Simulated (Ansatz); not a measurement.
# The 3-layer graphene (AB) under a gate, part 4 of 4

How does the 3-layer graphene (AB) take up charge from its gate?

Ansatz 0.2.0; plane-wave DFT, PBE-D3(BJ), Ansatz PAW (set soft_1); PAW set soft_1 (the session's first sound run).

So far. Step 11 (Gated layer, added electrons -10×10¹³ per cm²): Against the uncharged case this takes -8.01 V.

## (13) Varying the input: basis.xc_grid = 1 and scf.convergence.dr2_threshold = 1e-09

This step: plane-wave DFT, PBE-D3(BJ), Ansatz PAW (set soft_1) (Ansatz 0.2.0).

A run with a changed input: it repeats the earlier run at 1 × 10¹³ added electrons per cm² with basis.xc_grid to 1 and scf.convergence.dr2_threshold from 1e-10 to 1e-09.

The input, input.yaml:

```yaml
crystal:
  lattice:
    - [2.4651842593, 0.0, 0.0]
    - [-1.2325921297, 2.1349121936, 0.0]
    - [0.0, 0.0, 43.4811930474]
  atoms:
    - { symbol: C, position: [0.6666666667, 0.3333333333, 0.4220309711] }
    - { symbol: C, position: [0.3333333333, 0.6666666667, 0.4220215388] }
    - { symbol: C, position: [0.0, 0.0, 0.5] }
    - { symbol: C, position: [0.6666666667, 0.3333333333, 0.5] }
    - { symbol: C, position: [0.6666666667, 0.3333333333, 0.5779690289] }
    - { symbol: C, position: [0.3333333333, 0.6666666667, 0.5779784612] }
  periodic: [true, true, false]
  symmetry: { detect: true }
total_charge: -0.005263
kpoints:
  mp_grid: { grid: [114, 114, 1] }
  band_path:
    path: [[0, 0, 0], [0.5, 0, 0], [0.33333333, 0.33333333, 0], [0, 0, 0]]
    npoints: 16
hamiltonian:
  xc: pbe
  dispersion: d3bj
  pseudopotentials: { kind: paw, azcp: { folder: soft_1 } }
scf:
  occupations: { method: fermi_dirac, width: 0.02585 }
  convergence: { dr2_threshold: 1.0e-09 }
output:
  forces: true
  eigenvalues: true
  write_potential: true
  write_density: true
  volumetric_format: npy
external_charges:
  - { charge: 0, barrier: 10, axis: 3, height: 28.631, sigma: 0.25 }
  - { charge: 0.005263, axis: 3, height: 30.131, sigma: 0.5 }
basis:
  xc_grid: 1
```

Command:

```bash
$ ansatz run input.yaml --threads 4 --pin off --max-ram 16384MiB --backend cpu --events-out ev --progress --plain --runs-dir out
```

Numbers of over 12 decimals in the logs are rounded to 6 here.

What it wrote:

```text
[...]
Crystal: 6 atoms, lattice volume = 228.839 Å³
Basis set: ecut = 420 eV, 4315 PW (Γ)
Bands: 19, of which v1, the nominal top of the filled ones, is band 12 counted from 1 (11 counted from 0)
Symmetry: 6 space group operations
k-points: 1141 of 12996 (time reversal used)
[...]
SCF iter   1: F=—  HF=-1509.728419 eV  |F-HF|=—  |Δ(HF+E_count)|=         —  Δρ=6.16e-2  dr2=7.71e0  ethr=3.10e-3  ⟨swp⟩=17.4  Hψ=245070  notcnv=0
[...]
SCF iter  11: F=-1506.410441 eV  HF=-1506.410441 eV  |F-HF|=3.24e-10  |Δ(HF+E_count)|=   3.82e-9  Δρ=4.20e-7  dr2=2.65e-10  ethr=4.17e-12  ⟨swp⟩=39.8  Hψ=304931  notcnv=0
[...]
SCF 1 converged in 11 iterations: F = -1506.410441 eV  dr2 = 2.65e-10
[...]
SCF converged after 11 iterations
Free energy (F): -1506.410441 eV
[...]
Internal energy: -1506.410324 eV  (E = F + TS)
E sigma→0 (E₀):  -1506.410382 eV
Entropy (-TS):   -0.000118 eV (-0.020 meV/atom)
Fermi energy:    -3.777438 eV
[...]
--- Forces (eV/Å), atoms and charges each counted from 1 ---
  atom   1  C      0.00000000    -0.00000000    -0.00180438
  atom   2  C     -0.00000000     0.00000000     0.00053979
  atom   3  C      0.00000000    -0.00000000     0.00117677
  atom   4  C     -0.00000000     0.00000000    -0.00069481
  atom   5  C      0.00000000    -0.00000000    -0.00024565
  atom   6  C     -0.00000000     0.00000000    -0.00018184
  external charge   1     0.00000000     0.00000000     0.00169900
  external charge   2     0.00000000     0.00000000    -0.00047594
  max |Σ_I F_I| component, the external charges' with the atoms': 1.29e-5 eV/Å
--- Band table (eV; the first three rows and the last of 1141) ---
  k-point 0: bands = [... 8 lower, -6.9101, -6.9101, -6.8752, -6.8752, -0.3049, 0.1354, 0.6393, 1.3846, ... 3 higher]
  k-point 1: bands = [... 8 lower, -6.9177, -6.9142, -6.8828, -6.8792, -0.3025, 0.1378, 0.6418, 1.3871, ... 3 higher]
  k-point 2: bands = [... 8 lower, -6.9406, -6.9263, -6.9055, -6.8913, -0.2951, 0.1450, 0.6494, 1.3944, ... 3 higher]
  k-point 1140: bands = [... 8 lower, -14.4107, -4.3459, -3.9810, -3.9179, -3.9057, -3.8508, -3.4419, 6.4452, ... 3 higher]
```

Elapsed: 3.9 min, on 4 threads of Arm Neoverse V1, shared host; peak memory 3.9 GiB.

This step gave:

| Quantity | Value |
| --- | --- |
| energy at zero smearing | -1506.4104 eV |
| potential beyond the upper barrier and gate, less the barrier, from the Fermi level | 3.352 eV |

Electronic bands along the path, in eV, zero at the Fermi level:

```
  point  band 9  band 10  band 11  band 12  band 13  band 14  band 15  band 16
      Γ   -3.13    -3.13    -3.10    -3.10     3.47     3.91     4.42     5.16
halfway   -5.38    -5.24    -5.15    -5.11     5.45     5.84     6.46     6.88
      M   -6.49    -2.76    -2.50    -2.28     1.37     1.54     1.86     7.12
halfway   -8.30    -2.16    -1.90    -1.68     1.24     1.33     1.50     9.61
      K  -10.63    -0.57    -0.20    -0.14    -0.13    -0.07     0.34    10.22
halfway   -6.48    -6.03    -5.48    -4.84     6.07     6.10     6.24     6.41
      Γ   -3.13    -3.13    -3.10    -3.10     3.47     3.91     4.42     5.16
```

```
                                                                                quantity  this run  earlier run  difference
potential beyond the upper barrier and gate, less the barrier, from the Fermi level (eV)     3.352        3.352           0
```

Nothing in the table moves by 0.01 in its unit. The run took 11 SCF cycles against 12.

Of the bands kept, 2 cross the Fermi level on this path.

## (14) A changed input

An input spoilt on purpose, to show how the run answers: it repeats the earlier run at 1 × 10¹³ added electrons per cm² with basis.ecutwfc to 120 eV, and scf.max_iter set to 80.

Edit input.yaml of step 13 so:

```diff
@@ -26,3 +26,4 @@
   occupations: { method: fermi_dirac, width: 0.02585 }
-  convergence: { dr2_threshold: 1.0e-09 }
+  convergence: { dr2_threshold: 1.0e-10 }
+  max_iter: 80
 output:
@@ -37,2 +38,2 @@
 basis:
-  xc_grid: 1
+  ecutwfc: "120 eV"
```

What it wrote:

```text
Warning: basis.ecutwfc = 120 eV is below the records' recommended 420 eV, and the density's cutoff is lower with it unless basis.ecutrho_ratio is high enough to keep the records' density cutoff: compare with a run at a higher cutoff
[...]
Crystal: 6 atoms, lattice volume = 228.839 Å³
Basis set: ecut = 120 eV, 677 PW (Γ), exchange–correlation on 18×18×320 points (8 copies of the dense FFT grid, shifted against one another)
Bands: 19, of which v1, the nominal top of the filled ones, is band 12 counted from 1 (11 counted from 0)
Symmetry: 6 space group operations
k-points: 1141 of 12996 (time reversal used)
[...]
SCF iter   1: F=—  HF=-1465.978347 eV  |F-HF|=—  |Δ(HF+E_count)|=         —  Δρ=7.65e-2  dr2=4.41e0  ethr=3.10e-3  ⟨swp⟩=14.9  Hψ=210044  notcnv=0
[...]
SCF iter  12: F=-1465.480772 eV  HF=-1465.480772 eV  |F-HF|=4.41e-11  |Δ(HF+E_count)|=  1.31e-10  Δρ=8.52e-8  dr2=2.46e-11  ethr=1.00e-12  ⟨swp⟩=30.2  Hψ=199300  notcnv=0
[...]
SCF 1 converged in 12 iterations: F = -1465.480772 eV  dr2 = 2.46e-11
[...]
SCF converged after 12 iterations
Free energy (F): -1465.480772 eV
[...]
Internal energy: -1465.480636 eV  (E = F + TS)
E sigma→0 (E₀):  -1465.480704 eV
Entropy (-TS):   -0.000136 eV (-0.023 meV/atom)
Fermi energy:    -4.033248 eV
[...]
--- Forces (eV/Å), atoms and charges each counted from 1 ---
  atom   1  C      0.00000000    -0.00000000    -0.02994104
  atom   2  C     -0.00000000     0.00000000    -0.11446372
  atom   3  C      0.00000000    -0.00000000     0.00240486
  atom   4  C     -0.00000000     0.00000000    -0.00259719
  atom   5  C      0.00000000    -0.00000000     0.02398566
  atom   6  C     -0.00000000     0.00000000     0.11366027
  external charge   1     0.00000000     0.00000000     0.00695853
  external charge   2     0.00000000     0.00000000     0.00000388
  max |Σ_I F_I| component, the external charges' with the atoms': 1.12e-5 eV/Å
--- Band table (eV; the first three rows and the last of 1141) ---
  k-point 0: bands = [... 8 lower, -6.3336, -6.3336, -6.2969, -6.2969, -1.3833, -0.8338, 0.0525, 0.7064, ... 3 higher]
  k-point 1: bands = [... 8 lower, -6.3337, -6.3268, -6.2963, -6.2910, -1.3804, -0.8296, 0.0556, 0.7108, ... 3 higher]
  k-point 2: bands = [... 8 lower, -6.3548, -6.3255, -6.3239, -6.2832, -1.3721, -0.8189, 0.0641, 0.7198, ... 3 higher]
  k-point 1140: bands = [... 8 lower, -15.1185, -4.8322, -4.3931, -4.3924, -4.2092, -4.0129, -3.2615, 5.1941, ... 3 higher]
```

The job ended after 55 s (4 threads; peak memory 0.96 GiB).

```
                                                                                quantity  this run  earlier run  difference
potential beyond the upper barrier and gate, less the barrier, from the Fermi level (eV)     3.402        3.352       0.049
```

It moves by +0.0495 eV.

The fault (a cutoff far too low) shows in the results, which are not taken further.

## (15) Results

```
gap with uncharged gates                    : none
gate voltage at 10×10¹³ holes per cm²       : -8.01 V
gate voltage at 10×10¹³ electrons per cm²   : +7.84 V
total capacitance near 8×10¹³ holes per cm² : 2.07 µF/cm²
```

**Reading.** Putting 10×10¹³ holes per cm² on the layer takes -8.01 V on the gate; how far the Fermi level moves against the bands is taken for single layers without spin and with an even electron count alone. Plates 5 Å apart would give 1.77 µF/cm² in vacuum; the computed total runs from 1.7 to 2.16 µF/cm². A value over that of the plates means that the screening charge has its centre outside the outer atoms; a low density of states works the other way. Few carriers sample few k-points, so the slopes at the lowest densities depend on the mesh and on the temperature. The gates are charged sheets behind model barriers, not atoms.

[Logs are printed without paths, hosts, clocks, repeated set-up lines and the standing remarks that a program may print on its own settings, such as how far it seeks lower states.]

[Hosts, paths, dates, database ids (printed as entryN), source tags and the programs' standing remarks are cut or masked in the printed files.]

[Maps of the electrostatic potential energy from Ansatz leave out the sawtooth potential of an applied field or a dipole correction, so their vacuum need not be flat; planar profiles and work functions include it.]
